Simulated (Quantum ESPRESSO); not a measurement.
## Ti under changes of volume

One of the cells (17.020 Å³/atom); the others are scaled copies at fixed shape and fractional positions:

```xyz
3
Lattice="4.5674 0.0000 0.0000 -2.2837 3.9555 0.0000 0.0000 0.0000 2.8262" Properties=species:S:1:pos:R:3 pbc="T T T"
Ti    2.2837    1.3185    1.4131
Ti    0.0000    2.6370    1.4131
Ti    0.0000    0.0000    0.0000
```

This isn't the form of Ti at room conditions, which is hcp.

| Property | Result |
| --- | --- |
| Program | Quantum ESPRESSO 7.5 |
| Functional | PBEsol |
| Potentials or basis | PseudoDojo 0.4.1 SR PBEsol standard |
| Cutoff | 1143 eV |
| Density cutoff | 4572 eV |
| k mesh | 7 × 7 × 9 |
| Occupations | fermi-dirac, width 0.05 eV |
| Spin | no spin polarisation |

| volume (Å³/atom) | energy over the lowest point (meV/atom) | pressure (GPa) |
| --- | --- | --- |
| 15.999 | ? | ? |
| 16.339 | 0.00 | 1.1 |
| 16.679 | 0.33 | -1.4 |
| 17.020 | 5.67 | -3.6 |
| 17.360 | 15.57 | -5.7 |
| 17.701 | 29.62 | -7.5 |
| 18.041 | 47.44 | -9.2 |

Problem. What does the run at 15.999 Å³/atom give?

Solution. Energy over the lowest point 5.17 meV/atom; pressure 3.8 GPa.

Worked out: A Birch-Murnaghan fit of order 3 (a polynomial in V^(-2/3)) to the other rows has its minimum at 16.49 Å³/atom with B0 = V·E''(V) = 120 GPa and B' = 3.5 at fixed shape and positions, which overstates the stiffness. It gives 5.15 meV/atom at 15.999 Å³/atom, against the run's 5.17, and -dE/dV = 3.8 GPa, against 3.8.

Energies are extrapolated to zero smearing.
